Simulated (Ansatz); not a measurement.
One structure, 4 elements: MgO, CaO, SrO, BaO

Plane-wave DFT in Ansatz with scalar-relativistic PAW potentials, cutoff 420 eV, Γ-centred meshes chosen by cell and gap, Gaussian smearing with energies taken to zero width. Every cell was relaxed (cell and atoms) in a run of its own, within the symmetry of its start. Functional: PBE.

All members share space group Fm-3m and the same sites; only the element on one set of sites changes (Mg, Ca, Sr, Ba). Members needn't be the stable form of their composition. Energies over the elements, where given, are against the elements' standard states in the same functional (H₂, N₂, O₂ and halogens uncorrected, Hg as a solid). The first member:

Space group Fm-3m (No. 225). a = 4.254 Å, b = 4.254 Å, c = 4.254 Å, α = 90.00°, β = 90.00°, γ = 90.00°
```tsv
atom	site	symmetry	x	y	z
Mg	4a	m-3m	0.0000	0.0000	0.0000
O	4b	m-3m	0.5000	0.0000	0.0000
```

| compound | V (Å³/atom) | a (Å) | gap on mesh (eV) | energy over elements (eV/atom) |
| --- | --- | --- | --- | --- |
| MgO | 9.62 | 4.254 | 4.46 | -2.685 |
| SrO | 17.52 | 5.195 | 3.33 | -2.719 |
| BaO | 21.65 | 5.574 | 2.10 | -2.519 |

Question: Predict the member with Ca.

Answer: V (Å³/atom) 14.09, a (Å) 4.831, gap on mesh (eV) 3.66, energy over elements (eV/atom) -2.947. Interpolating linearly in period between Mg and Sr would give 13.57 Å³/atom (3.7 % too small) and a gap of 3.89 eV, with -2.702 eV/atom over the elements. Over the whole series the volume grows at each step down the group; the gap narrows; binding against the elements is strongest for Ca.

Spin-orbit coupling is left out, which matters for the bands of heavy elements.